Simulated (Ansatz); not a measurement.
Ca (Im-3m)

These are results of DFT PBE, scalar-relativistic, plane waves, PAW (Ansatz), not measurements.

Plane waves to 420 eV, a k mesh through Γ of 14×14×14 on the computed 1-atom cell and Gaussian smearing (0.10 eV); no spin polarisation.

The structure is relaxed at this level of theory with its symmetry kept. This bcc form isn't the element's structure at ambient conditions.

```
CELL_PARAMETERS angstrom
-2.19049 2.19049 2.19049
2.19049 -2.19049 2.19049
2.19049 2.19049 -2.19049
ATOMIC_POSITIONS crystal
Ca 0.00000 0.00000 0.00000
```

```
Space group                                                       : Im-3m (No. 229)
Volume per atom                                                   : 42.04 Å³
Formation energy from the elements' standard states (uncorrected) : +0.018 eV/atom
Kohn–Sham band gap                                                : none (metal)
Density of states at the Fermi level                              : 2.08 states/eV per cell
Bader charges (e)                                                 : Ca (1 in the cell) 0.00
```

Cost: 1 run of about 0.15 core-minutes, on Arm Neoverse V2 (shared hosts).